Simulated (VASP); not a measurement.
# Si2N (I4/mmm) in VASP: notebook

One crystal, Si2N, is run at these levels: PBEsol; tasks: optical spectrum, density of states.

All numbers are computed with VASP 6.6.1; they aren't measurements. Logs are shortened: lines on timing, memory, paths and dates and some standing lists are left out, and cuts for length are marked.

## Step 1: The structure

The structure is tetragonal, space group I4/mmm (No. 139). Conventional cell: a = 4.091 Å, b = 4.091 Å, c = 4.797 Å, α = 90.00°, β = 90.00°, γ = 90.00°. Around Si (site symmetry -4m2) lie 4 N at 2.37 Å and 2 Si at 2.40 Å. N (site symmetry 4/mmm) is surrounded by 8 Si at 2.37 Å.

The cell was built by a generator and needn't be a form met in nature.

## Step 2: Optical spectrum, PBEsol

The input, INCAR:

```
  PREC = Accurate
  ENCUT = 520
  EDIFF = 1E-6
  ISMEAR = 0
  SIGMA = 0.02
  LREAL = F
  LASPH = T
  NELM = 100
  ALGO = Normal
  ISIF = 2
  LWAVE = F
  LCHARG = F
  GGA = PS
  LOPTICS = T
  NBANDS = 30
  NEDOS = 1000
  CSHIFT = 0.05
```

The input, KPOINTS:

```
regular mesh
0
Gamma
  9 9 9
```

The input, POSCAR:

```
Si2N
1.0
   -2.0455600000      2.0455600000      2.3983700000
    2.0455600000     -2.0455600000      2.3983700000
    2.0455600000      2.0455600000     -2.3983700000
Si N
2 1
Direct
    0.7500000000      0.2500000000      0.5000000000
    0.2500000000      0.7500000000      0.5000000000
    0.0000000000      0.0000000000      0.0000000000
```

Potentials or basis: VASP PAW PBE potentials, release 64 (Si, N).

Launch:

```sh
> cat potpaw_PBE.64/Si/POTCAR potpaw_PBE.64/N/POTCAR > POTCAR
> mpirun -np 1 vasp_std > vasp.out
```

OUTCAR:

```text
PREC = Accurate
   ENCUT = 520
   EDIFF = 1E-6
   ISMEAR = 0
   LREAL = F
   LASPH = T
   NELM = 100
   ISIF = 2
   GGA = PS

 ion  position               nearest neighbor table
   1  0.750  0.250  0.500-   3 2.37   3 2.37   3 2.37   3 2.37   2 2.40   2 2.40   2 2.89   2 2.89
                             2 2.89   2 2.89
   2  0.250  0.750  0.500-   3 2.37   3 2.37   3 2.37   3 2.37   1 2.40   1 2.40   1 2.89   1 2.89
                             1 2.89   1 2.89
   3  0.000  0.000  0.000-   1 2.37   2 2.37   1 2.37   2 2.37   1 2.37   2 2.37   1 2.37   2 2.37

  LATTYP: Found a body centered tetragonal cell.
 ALAT       =     4.0911200000
 C/A-ratio  =     1.1724759968

  Lattice vectors:

 A1 = (  -2.0455600000,   2.0455600000,   2.3983700000)
 A2 = (   2.0455600000,  -2.0455600000,   2.3983700000)
 A3 = (   2.0455600000,   2.0455600000,  -2.3983700000)

Analysis of symmetry for initial positions (statically):
=====================================================================
 Subroutine PRICEL returns:
 Original cell was already a primitive cell.

 Routine SETGRP: Setting up the symmetry group for a
 body centered tetragonal supercell.

 Subroutine GETGRP returns: Found 16 space group operations
 (whereof 16 operations were pure point group operations)
 out of a pool of 16 trial point group operations.

The static configuration has the point symmetry D_4h.

Analysis of symmetry for dynamics (positions and initial velocities):
=====================================================================
 Subroutine PRICEL returns:
 Original cell was already a primitive cell.

 Routine SETGRP: Setting up the symmetry group for a
 body centered tetragonal supercell.

 Subroutine GETGRP returns: Found 16 space group operations
 (whereof 16 operations were pure point group operations)
 out of a pool of 16 trial point group operations.

The dynamic configuration has the point symmetry D_4h.

 Subroutine INISYM returns: Found 16 space group operations
 (whereof 16 operations are pure point group operations),
 and found     1 'primitive' translations

----------------------------------------------------------------------------------------

                                     Primitive cell

  volume of cell :      40.1421

  direct lattice vectors                    reciprocal lattice vectors
    -2.045560000  2.045560000  2.398370000     0.000000000  0.244431843  0.208474923
     2.045560000 -2.045560000  2.398370000     0.244431843  0.000000000  0.208474923
     2.045560000  2.045560000 -2.398370000     0.244431843  0.244431843  0.000000000

  length of vectors
     3.757766635  3.757766635  3.757766635     0.321261138  0.321261138  0.345678827

  position of ions in fractional coordinates (direct lattice)
     0.750000000  0.250000000  0.500000000
     0.250000000  0.750000000  0.500000000
     0.000000000  0.000000000  0.000000000

  ion indices of the primitive-cell ions
   primitive index   ion index
                 1           1
                 2           2
                 3           3

----------------------------------------------------------------------------------------

 KPOINTS: regular mesh

Automatic generation of k-mesh.
[... 86 lines left out ...]
     AMIX_MAG =   1.60;   BMIX_MAG =  1.00
  volume/ion in A,a.u.               =      13.38        90.30
  Fermi-wavevector in a.u.,A,eV,Ry     =   1.124231  2.124489 17.196355  1.263896
  Thomas-Fermi vector in A             =   2.260902
   LORBIT       =      0    0 simple, 1 ext, 2 COOP (PROOUT), +10 PAW based schemes
   GGA     = PS    functional components
   LHFCALC =     F    Hartree Fock is set to
   AEXX    =    0.0000 exact exchange contribution
   IVDW    =     0    specifies the selected vdW correction
   LEPSILON=     F    determine dielectric tensor
   LRPA    =     F    only Hartree local field effects (RPA)
 non-spin polarized calculation
 Gauss-broadening in eV      SIGMA  =   0.02
  energy-cutoff  :      520.00
  volume of cell :       40.14
 maximum number of plane-waves:      1100
   NGX = 13   NGY = 13   NGZ = 13

 number of electron      12.9999999 magnetization

 Free energy of the ion-electron system (eV)
  ---------------------------------------------------
  ext. energy  EPLUGINS =         0.00000000
  ---------------------------------------------------
  free energy    TOTEN  =       -16.33079207 eV

  energy without entropy =      -16.33048632  energy(sigma->0) =      -16.33063920

 E-fermi :   8.0154     XC(G=0): -10.9857

 val. band max:        8.0050454971   @ k =  -0.2222  -0.4444   0.1111
 cond. band min:       8.0412330632   @ k =   0.3333   0.1111   0.0000
 fundamental gap:      0.0361875660
 Fermi energy:         8.0153956941

 k-point     1 :       0.0000    0.0000    0.0000
  band No.  band energies     occupation
      1      -8.6287      2.00000
      2       0.8141      2.00000
      3       3.8944      2.00000
      4       3.8944      2.00000
      5       4.6757      2.00000
      6       5.7894      2.00000
[... 481 lines left out ...]
      5       4.7053      2.00000
      6       5.6823      2.00000
[... 10 lines left out ...]
     17      21.9424      0.00000
     18      22.9649      0.00000

 [... further k-points ...]

 [bands above 18 left out]

------------------------ aborting loop because EDIFF is reached ----------------------------------------

  FORCE on cell =-STRESS in cart. coord.  units (eV):
  Direction    XX          YY          ZZ          XY          YZ          ZX
  --------------------------------------------------------------------------------------
  -------------------------------------------------------------------------------------
  Total       -0.9303858     -0.9303858     -0.3972849      0.0000000      0.0000000     -0.0000000
  in kB      -37.1341101    -37.1341101    -15.8566714      0.0000000      0.0000000     -0.0000000
  external PRESSURE =     -30.0416305 kB  Pullay stress =       0.0000000 kB

 VOLUME and BASIS-vectors are now :
 -----------------------------------------------------------------------------
  energy-cutoff  :      520.00
  volume of cell :       40.14
      direct lattice vectors                 reciprocal lattice vectors
    -2.045560000  2.045560000  2.398370000     0.000000000  0.244431843  0.208474923
     2.045560000 -2.045560000  2.398370000     0.244431843  0.000000000  0.208474923
     2.045560000  2.045560000 -2.398370000     0.244431843  0.244431843  0.000000000

 POSITION                                       TOTAL-FORCE (eV/Angst)
 -----------------------------------------------------------------------------------
      0.00000      2.04556      1.19918        -0.000000      0.000000      0.000000
      2.04556      0.00000      1.19918         0.000000     -0.000000     -0.000000
      0.00000      0.00000      0.00000         0.000000     -0.000000     -0.000000
 -----------------------------------------------------------------------------------
    total drift:                               -0.000000     -0.000000      0.000000

  FREE ENERGIE OF THE ION-ELECTRON SYSTEM (eV)
  ---------------------------------------------------
  free  energy   TOTEN  =       -16.3307920684 eV

  energy  without entropy=      -16.3304863240  energy(sigma->0) =      -16.33063920

 electrical conductivity sigma (Mega S m-1) (frequency dependency in vasprun.xml)
  --------------------------------------------------------------------------------------
       0.083       0.000      -0.000
       0.000       0.083      -0.000
      -0.000       0.000       0.067

  frequency dependent IMAGINARY DIELECTRIC FUNCTION (independent particle, no local field effects) density-density
     E(ev)      X         Y         Z        XY        YZ        ZX
  --------------------------------------------------------------------------------------------------------------
     0.00000     0.00000     0.00000     0.00000     0.00000     0.00000     0.00000
     0.58465    69.65566    69.65566     0.00000    -0.00000    -0.00000    -0.00000
     1.16930    71.02226    71.02226    42.48972    -0.00000    -0.00000    -0.00000
     1.75395    28.38106    28.38106    38.46854    -0.00000    -0.00000     0.00000
     2.33860    35.06849    35.06849    65.15733    -0.00000    -0.00000     0.00000
     2.92325    34.85436    34.85436    38.68428    -0.00000    -0.00000    -0.00000
[... 92 lines left out ...]
    57.29574     0.00000     0.00000     0.00000    -0.00000    -0.00000    -0.00000
    57.88039     0.00000     0.00000     0.00000    -0.00000    -0.00000    -0.00000

  frequency dependent      REAL DIELECTRIC FUNCTION (independent particle, no local field effects) density-density
     E(ev)        X           Y           Z          XY          YZ          ZX
  --------------------------------------------------------------------------------------------------------------
     0.00000   187.99932   187.99932   104.62570    -0.00000    -0.00000     0.00000
     0.58465   -20.02212   -20.02212   -35.51902    -0.00000     0.00000     0.00000
     1.16930   -28.11829   -28.11829    37.96088    -0.00000     0.00000     0.00000
     1.75395   -23.24705   -23.24705    25.99078    -0.00000    -0.00000    -0.00000
     2.33860    -6.53961    -6.53961    -7.43900    -0.00000    -0.00000     0.00000
     2.92325    -9.55057    -9.55057   -16.98793    -0.00000     0.00000    -0.00000
[... 92 lines left out ...]
    57.29574     0.90818     0.90818     0.90255    -0.00000     0.00000    -0.00000
    57.88039     0.91015     0.91015     0.90463    -0.00000     0.00000    -0.00000

  frequency dependent IMAGINARY DIELECTRIC FUNCTION (independent particle, no local field effects) current-current
     E(ev)      X         Y         Z        XY        YZ        ZX
  --------------------------------------------------------------------------------------------------------------
     0.00000     0.00000     0.00000     0.00000     0.00000     0.00000     0.00000
     0.58465    70.31409    70.31409     0.00000     0.00000     0.00000     0.00000
     1.16930    69.65088    69.65088    42.23956     0.00000     0.00000     0.00000
     1.75395    28.33615    28.33615    39.06784     0.00000     0.00000    -0.00000
     2.33860    34.92481    34.92481    65.47302     0.00000    -0.00000     0.00000
     2.92325    34.71488    34.71488    38.44818     0.00000     0.00000     0.00000
[... 92 lines left out ...]
    57.29574     0.00000     0.00000     0.00000     0.00000     0.00000     0.00000
    57.88039     0.00000     0.00000     0.00000     0.00000     0.00000     0.00000

  frequency dependent      REAL DIELECTRIC FUNCTION (independent particle, no local field effects) current-current
     E(ev)        X           Y           Z          XY          YZ          ZX
  --------------------------------------------------------------------------------------------------------------
     0.00000   179.58479   179.58479   102.42171     0.00000     0.00000    -0.00000
     0.58465   -38.31497   -38.31497   -39.22078     0.00000    -0.00000    -0.00000
     1.16930   -34.79003   -34.79003    34.60591     0.00000    -0.00000    -0.00000
     1.75395   -24.73464   -24.73464    23.44426    -0.00000    -0.00000    -0.00000
     2.33860    -7.41474    -7.41474    -9.01659    -0.00000     0.00000     0.00000
     2.92325   -10.30843   -10.30843   -17.82711    -0.00000    -0.00000    -0.00000
[... 92 lines left out ...]
    57.29574     0.90822     0.90822     0.90261     0.00000    -0.00000     0.00000
    57.88039     0.91019     0.91019     0.90469     0.00000    -0.00000     0.00000
```

It took 30 s on 1 thread of Intel Xeon 6975P-C (Granite Rapids), shared host; peak memory 0.24 GiB.

What came out:

- Free energy: -16.3308 eV
- Pressure: -3.0 GPa
- Band gap on the k mesh: none (metal or under the smearing width)

Stress tensor (GPa, compression positive):
```
-3.71  0.00  0.00
 0.00 -3.71  0.00
 0.00  0.00 -1.59
```

Dielectric function (mean over the directions given):
```
energy (eV)  real part  imaginary part
       0.41      88.31          447.39
       0.88      39.13           38.36
       1.40      -7.14           48.52
       1.87      -8.17           40.87
       2.40      -9.43            8.08
       2.86      -9.67           14.64
       3.39      -3.42           14.30
       3.92      -5.59           14.42
       4.38      -2.51           11.14
       4.91      -7.82           13.33
       5.38      -7.44            6.54
       5.91      -5.36            5.57
       6.43      -3.02            2.07
       6.90      -4.82            3.82
       7.43      -2.87            2.99
       7.89      -2.99            2.66
       8.42      -2.29            1.75
       8.95      -2.04            1.60
       9.41      -1.72            1.94
       9.94      -1.62            0.98
      10.41      -1.29            1.62
      10.93      -1.16            0.86
      11.40      -1.15            0.69
      11.93      -0.69            1.14
      12.45      -0.62            0.55
      12.92      -0.67            0.61
      13.45      -0.62            0.52
      13.91      -0.33            0.37
      14.44      -0.27            0.59
      14.97      -0.29            0.36
      15.43      -0.14            0.54
      15.96      -0.13            0.62
      16.43       0.01            0.33
      16.95       0.01            0.34
      17.48       0.06            0.21
      17.95       0.08            0.24
      18.48       0.17            0.20
      18.94       0.18            0.16
      19.47       0.21            0.26
      20.00       0.31            0.15
```

Caveat: spectra need much finer meshes, so this one isn't converged; independent-particle spectra lack excitons; the intraband (Drude) part of a metal's response may be missing; the PAW data sets were made with another functional, which shifts forces and pressure a little.

## Step 3: Density of states, PBEsol

POSCAR is that of step 2.

The input, INCAR.step1:

```
PREC = Accurate
ENCUT = 520
EDIFF = 1E-7
ISMEAR = 0
SIGMA = 0.02
LREAL = False
LASPH = True
NELM = 100
ALGO = Normal
ISIF = 2
LWAVE = False
LCHARG = True
GGA = PS
```

The input, KPOINTS.step1:

```
Automatic mesh
0
Gamma
  9 9 9
```

The input, INCAR.step2:

```
PREC = Accurate
ENCUT = 520
EDIFF = 1E-7
ISMEAR = -5
SIGMA = 0.02
LREAL = False
LASPH = True
NELM = 100
ALGO = Normal
ISIF = 2
LWAVE = False
LCHARG = False
GGA = PS
LORBIT = 11
NEDOS = 1001
ICHARG = 11
```

The input, KPOINTS.step2:

```
Automatic mesh
0
Gamma
  14 14 14
```

Potentials or basis: VASP PAW PBE potentials, release 64 (Si, N).

Launch:

```sh
> cat potpaw_PBE.64/Si/POTCAR potpaw_PBE.64/N/POTCAR > POTCAR
> cp INCAR.step1 INCAR
> cp KPOINTS.step1 KPOINTS
> mpirun -np 1 vasp_std > vasp.out
> cp INCAR.step2 INCAR
> cp KPOINTS.step2 KPOINTS
> mpirun -np 1 vasp_std > vasp.out
```

Wall time 37 s (1 thread of Intel Xeon 6975P-C (Granite Rapids), shared host); peak memory 0.21 GiB.

The run converged. Its results:

- Valence electrons inside the program's atomic spheres: Si 1.53; N 3.45

Levels at points of the mesh, in eV from the Fermi level:
| k point | band 3 | band 4 | band 5 | band 6 | band 7 | band 8 | band 9 | band 10 |
| --- | --- | --- | --- | --- | --- | --- | --- | --- |
| (0.00, 0.00, 0.00) | -4.26 | -4.26 | -3.48 | -2.36 | 0.28 | 0.28 | 0.41 | 3.57 |
| (0.50, 0.00, 0.00) | -6.39 | -5.36 | -4.39 | -0.68 | 0.68 | 0.90 | 2.27 | 4.32 |
| (0.50, 0.50, 0.00) | -6.40 | -5.43 | -3.73 | -3.38 | 0.74 | 1.05 | 4.35 | 4.78 |
| (0.50, 0.50, 0.50) | -7.10 | -6.91 | -6.91 | -4.51 | 1.99 | 2.83 | 2.83 | 6.41 |

States per cell in windows of 0.5 eV (zero at the Fermi level; states under -8 eV left out):
```csv
from (eV),total,N3_p,Si1_p,Si2_p,Si1_s,Si2_s,N3_s
-8.0,0.43,0.05,0.02,0.02,0.05,0.05,0.02
-7.5,0.34,0.05,0.02,0.02,0.04,0.04,0.01
-7.0,0.44,0.07,0.03,0.03,0.03,0.03,0.01
-6.5,0.51,0.11,0.04,0.04,0.02,0.02,0.01
-6.0,0.59,0.15,0.04,0.04,0.02,0.02,0.00
-5.5,0.66,0.20,0.04,0.04,0.01,0.01,0.00
-5.0,0.56,0.18,0.03,0.03,0.01,0.01,0.00
-4.5,0.50,0.14,0.03,0.03,0.02,0.02,0.01
-4.0,0.61,0.15,0.04,0.04,0.03,0.03,0.02
-3.5,0.54,0.08,0.04,0.04,0.04,0.04,0.03
-3.0,0.52,0.09,0.04,0.04,0.03,0.03,0.03
-2.5,0.36,0.06,0.03,0.03,0.03,0.03,0.02
-2.0,0.39,0.08,0.03,0.03,0.03,0.03,0.01
-1.5,0.52,0.10,0.04,0.04,0.04,0.04,0.01
-1.0,0.80,0.16,0.06,0.06,0.05,0.05,0.01
-0.5,0.73,0.18,0.05,0.05,0.03,0.03,0.01
0.0,1.13,0.30,0.09,0.09,0.03,0.03,0.01
0.5,0.91,0.23,0.09,0.09,0.03,0.03,0.00
1.0,0.66,0.13,0.07,0.07,0.02,0.02,0.01
1.5,0.48,0.09,0.06,0.06,0.01,0.01,0.01
2.0,0.68,0.12,0.08,0.08,0.02,0.02,0.01
2.5,1.02,0.20,0.12,0.12,0.02,0.02,0.01
3.0,0.35,0.05,0.05,0.05,0.01,0.01,0.00
3.5,0.55,0.08,0.08,0.08,0.01,0.01,0.01
4.0,0.70,0.11,0.10,0.10,0.02,0.02,0.01
4.5,0.30,0.03,0.05,0.05,0.00,0.00,0.00
5.0,0.15,0.01,0.03,0.03,0.00,0.00,0.00
5.5,0.06,0.01,0.01,0.01,0.00,0.00,0.00
6.0,0.04,0.00,0.01,0.01,0.00,0.00,0.00
6.5,0.02,0.00,0.00,0.00,0.00,0.00,0.00
7.0,0.00,0.00,0.00,0.00,0.00,0.00,0.00
7.5,0.00,0.00,0.00,0.00,0.00,0.00,0.00
```

Caveat: the PAW data sets were made with another functional, which shifts forces and pressure a little; tetrahedron occupations give inexact forces and stress in metals.

## Step 4: For comparison

An earlier run on the cell as given: functional PBE; potentials or basis VASP PAW PBE potentials, release 64 (Si, N); cutoff 520 eV; k mesh 9 × 9 × 9; occupations fermi-dirac, width 0.05 eV; no spin polarisation.

- Pressure: 0.2 GPa
- Band gap on the k mesh: none (metal or under the smearing width)

## Step 5: The runs side by side

```tsv
task	level	smearing	k mesh for the DOS	occupations for the DOS	gap on the mesh (eV)	pressure (GPa)
optical spectrum	PBEsol	gaussian 0.02 eV	-	-	none	-3.0
density of states	PBEsol	gaussian 0.02 eV	14 × 14 × 14	tetrahedron	-	-
single point	PBE	fermi-dirac 0.05 eV	-	-	none	0.2
```

Alike in all rows: potentials or basis VASP PAW PBE potentials, release 64 (Si, N); no spin polarisation; cell as given; k mesh 9 × 9 × 9; cutoff (eV) 520.

Caveats: the PAW data sets were made with another functional, which shifts forces and pressure a little (some runs); spectra need much finer meshes, so this one isn't converged (some runs); independent-particle spectra lack excitons (some runs); the intraband (Drude) part of a metal's response may be missing (some runs); tetrahedron occupations give inexact forces and stress in metals (some runs).

Absolute energies hang on the potentials; compare differences alone.
